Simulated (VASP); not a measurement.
A run of VASP 6.6.1:

The input POSCAR:

```
GaAs
1.0
    0.0000000000      2.8911633392      2.7831902744
    2.8911633392      0.0000000000      2.7831902744
    2.8911633392      2.8911633392      0.0000000000
Ga As
1 1
Direct
    0.0000000000      0.0000000000      0.0000000000
    0.2500000000      0.2500000000      0.2500000000
```

INCAR.step1

```
SYSTEM = GaAs
PREC     = Accurate       ! precision mode
ENCUT    = 520            ! plane-wave cutoff, eV
EDIFF    = 1E-5           ! SCF threshold, eV
ISMEAR   = 0              ! smearing method
SIGMA    = 0.01           ! smearing width, eV
LREAL    = .FALSE.        ! projectors in reciprocal space
LASPH    = .TRUE.         ! aspherical terms in the spheres
NELM     = 100            ! most SCF steps
ALGO     = Normal         ! electronic algorithm
ISIF     = 2              ! what is computed and relaxed
LWAVE    = .TRUE.         ! write WAVECAR
LCHARG   = .FALSE.        ! write CHGCAR
NBANDS   = 16             ! bands
GGA      = PE             ! functional
```

INCAR.step2

```
SYSTEM = GaAs
PREC     = Accurate       ! precision mode
ENCUT    = 520            ! plane-wave cutoff, eV
EDIFF    = 1E-7           ! SCF threshold, eV
ISMEAR   = 0              ! smearing method
SIGMA    = 0.01           ! smearing width, eV
LREAL    = .FALSE.        ! projectors in reciprocal space
LASPH    = .TRUE.         ! aspherical terms in the spheres
NELM     = 100            ! most SCF steps
ALGO     = Normal         ! electronic algorithm
ISIF     = 2              ! what is computed and relaxed
LWAVE    = .FALSE.        ! write WAVECAR
LCHARG   = .FALSE.        ! write CHGCAR
GGA      = PE             ! functional
LHFCALC  = .TRUE.         ! exact exchange
HFSCREEN = 0.2079         ! screening, 1/A
PRECFOCK = Normal       
NBANDS   = 16             ! bands
ISTART   = 1
```

KPOINTS

```
regular mesh
0
G
  6 6 6
  0 0 0
```

Potentials or basis: VASP PAW PBE potentials, release 64 (Ga_d, As).

Run with:

```bash
$ cat potpaw_PBE.64/Ga_d/POTCAR potpaw_PBE.64/As/POTCAR > POTCAR
$ cp INCAR.step1 INCAR
$ mpirun -np 1 vasp_std > vasp.out
$ cp INCAR.step2 INCAR
$ mpirun -np 1 vasp_std > vasp.out
```

Hardware: 1 thread of Intel(R) Xeon(R) 6975P-C (Granite Rapids), on a shared host.

How long does it take, and how much memory?

Run time: 46 min on 1 thread of Intel(R) Xeon(R) 6975P-C (Granite Rapids), on a shared host, peak memory 0.31 GiB. Counts: scf iterations 11, k points 30.
